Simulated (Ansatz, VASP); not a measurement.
## Two plane-wave programs on AgCl (Chlorargyrite)

```
Ag Cl
1.0
     0.00000    2.67917    2.67917
     2.67917    0.00000    2.67917
     2.67917    2.67917    0.00000
Ag Cl
1 1
Cartesian
  0.0000 0.0000 0.0000
  2.6792 2.6792 2.6792
```

Change from the starting cell: volume scaled by 0.94.

Alike in both runs: task single point; functional PBEsol; k mesh 8 × 8 × 8; occupations fermi-dirac, width 0.05 eV; no spin polarisation.

```csv
,VASP,Ansatz
version,VASP 6.6.1,Ansatz 0.2.0
potentials or method,"VASP PAW PBE potentials, release 64 (Ag, Cl)",Ansatz PAW
plane-wave cutoff (eV),520,420
valence electrons in the cell,18,26
```

|  | VASP | Ansatz | Ansatz less VASP |
| --- | --- | --- | --- |
| gap on the k mesh at the Fermi level (eV) | 0.73 | 0.73 | +0.003 |
| least direct gap on the mesh (eV) | 3.42 | 3.42 | +0.002 |
| pressure (GPa) | 3.1 | 3.2 | +0.10 |

The functional is the same, so the differences come from potentials, cutoffs and numerics. The two sets of potentials don't hold the same shells in valence.

Caveats: the PAW data sets were made with another functional, which shifts forces and pressure a little (VASP); the PAW data sets come from PBE, with cores solved anew for the run's functional, which leaves a small shift of forces and pressure (Ansatz). A k mesh can miss the band edges.
